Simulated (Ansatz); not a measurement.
**BaO: properties at the relaxed cell**

An exercise on one series of results from a longer session: the logs are not shown, and one member is left open.

Program: Ansatz 0.2.0. Level of theory: DFT r2SCAN, scalar-relativistic, plane waves, PAW. These are calculated values, not measurements.

1 further run of the same task is left out (set aside as unsound or not needed).

## The starting structure

The structure is cubic, space group Fm-3m (No. 225). The conventional cell has a = 5.544 Å, b = 5.544 Å, c = 5.544 Å, α = 90.00°, β = 90.00°, γ = 90.00°. Around Ba (site symmetry m-3m) lie 6 O at 2.77 Å. O (site symmetry m-3m) has 6 Ba at 2.77 Å as nearest neighbours.

Coordinates:

```cif
data_structure
_symmetry_space_group_name_H-M 'Fm-3m'
_symmetry_Int_Tables_number 225
_cell_length_a 5.5442
_cell_length_b 5.5442
_cell_length_c 5.5442
_cell_angle_alpha 90.000
_cell_angle_beta 90.000
_cell_angle_gamma 90.000
_cell_volume 170.42
loop_
_atom_site_label
_atom_site_type_symbol
_atom_site_symmetry_multiplicity
_atom_site_Wyckoff_symbol
_atom_site_fract_x
_atom_site_fract_y
_atom_site_fract_z
_atom_site_occupancy
Ba1 Ba 4 a 0.00000 0.00000 0.00000 1
O1 O 4 b 0.50000 0.00000 0.00000 1
```

It is the result of an earlier relaxation at this level (volume 21.30 Å³/atom; gap on the mesh: 2.38 eV).

Set-up of the first run:

The input, input.yaml:

```yaml
crystal:
  lattice:
    - [0.0, 2.7721143037, 2.7721143037]
    - [2.7721143037, 0.0, 2.7721143037]
    - [2.7721143037, 2.7721143037, 0.0]
  atoms:
    - { symbol: Ba, position: [0.0, 0.0, 0.0] }
    - { symbol: O, position: [0.5, 0.5, 0.5] }
basis:
  ecutwfc: 500
kpoints:
  mp_grid: { grid: [8, 8, 8] }
  band_path:
    path:
      - [[0.0, 0.0, 0.0], [0.5, 0.0, 0.5], [0.625, 0.25, 0.625]]
      - [[0.375, 0.375, 0.75], [0.0, 0.0, 0.0], [0.5, 0.5, 0.5], [0.5, 0.25, 0.75], [0.5, 0.0, 0.5]]
    npoints: 14
hamiltonian:
  xc: r2scan
scf:
  occupations: { method: gaussian, width: 0.02 }
  n_extra_bands: 6
output:
  forces: true
  stress: true
  eigenvalues: true
  populations: true
  dos: { projected: true, de: 0.02, nscf_kmesh: { grid: [12, 12, 12] } }
  bader: true
  write_density: true
  write_potential: true
  elf: true
  volumetric_format: npy
```

Started as:

```sh
$ ansatz run input.yaml --threads 1 --pin off --max-ram 2560MiB --backend cpu --events-out ev --progress --plain --runs-dir out
```

Steps of the session up to this table: Electronic structure at the relaxed geometry; Band edges anywhere in the zone; Eigenvalues a small step from each edge; Volume × 0.97; Point at V/V0 = 1.03; Point at V/V0 = 0.94; Volume × 1.06.

One of the session's tables, all rows but one given; the rest of the session is left out.

It belongs to the step «Equation of state». 

```
volume (Å³/atom)  energy above the lowest point (meV/atom)  pressure (GPa)  gap on the mesh (eV)
          20.024                                      20.3            5.39                  2.15
          20.664                                         ?               ?                     ?
          21.303                                       0.0           -0.01                  2.38
          21.942                                       4.3           -2.10                  2.47
          22.581                                      16.4           -3.88                  2.55
```

**Question.** Estimate the row for volume (Å³/atom) = 20.664.

Worked estimate for «energy above the lowest point (meV/atom)». A straight line through the neighbours (20.024, 20.3) and (21.303, 0.0) gives 20.3 + (0.0 − 20.3) × (20.664 − 20.024) / (21.303 − 20.024) = 10.1; a parabola fitted to 3 rows on both sides gives 5.3.

As computed: energy above the lowest point (meV/atom): 4.8; pressure (GPa): 2.46; gap on the mesh (eV): 2.27. In «energy above the lowest point (meV/atom)» the line misses by +5.3 and the parabola by +0.5.
